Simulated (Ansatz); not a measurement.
**SiC: frozen normal mode**

Computed with DFT LDA, scalar-relativistic, plane waves, PAW in Ansatz 0.2.0. Cutoff 420 eV, Γ-centred 12×12×6 k-points, Gaussian smearing of 0.05 eV. No spin polarisation. Energies are free energies at this smearing, counted from the undisturbed cell; pressure is positive in compression.

Zero of the scan (as given, not relaxed at this level; it stands at -4.0 GPa):

```
Si C
1.0
     3.07600    0.00000    0.00000
    -1.53800    2.66389    0.00000
     0.00000    0.00000    5.04800
Si C
2 2
Direct
  0.33333 0.66667 0.00000
  0.66667 0.33333 0.50000
  0.33333 0.66667 0.38500
  0.66667 0.33333 0.88500
```

A zone-centre mode of this cell is frozen in: each atom moves by x times its row below, so x is the largest displacement.
```
atom ux uy uz
 Si1  0.000  -1.000  0.000
 Si2  0.000   1.000  0.000
  C3  0.000   0.907  0.000
  C4  0.000  -0.907  0.000
```

```
  x (Å)  ΔE (meV/cell) force along the mode (eV/Å) pressure (GPa) gap on the mesh (eV)
-0.3000          874.1                            ?            -5.2                     ?
-0.2250          496.8                            ?            -4.8                     ?
-0.1500          220.7                         2.96            -4.4                  1.93
-0.0750           54.7                         1.47            -4.1                  2.14
 0.0000            0.0                         0.00            -4.0                  2.21
 0.0750           53.3                        -1.41            -4.1                  2.15
 0.1500          210.0                        -2.76            -4.5                  1.96
 0.2250          466.2                            ?            -5.0                     ?
 0.2625          630.1                        -4.68            -5.2                  1.48
 0.3000          817.1                        -5.28            -5.5                  1.28
```

Problem. Give the withheld values.

Solution. force along the mode (eV/Å) at x (Å) = -0.3000: 5.63; gap on the mesh (eV) at x (Å) = -0.3000: 1.12; force along the mode (eV/Å) at x (Å) = -0.2250: 4.39; gap on the mesh (eV) at x (Å) = -0.2250: 1.58; force along the mode (eV/Å) at x (Å) = 0.2250: -4.06; gap on the mesh (eV) at x (Å) = 0.2250: 1.66.

Cost: 10 runs of about 1.9 core-minutes in all, on Intel Xeon Platinum 8259CL (Skylake/Cascade Lake) (shared hosts).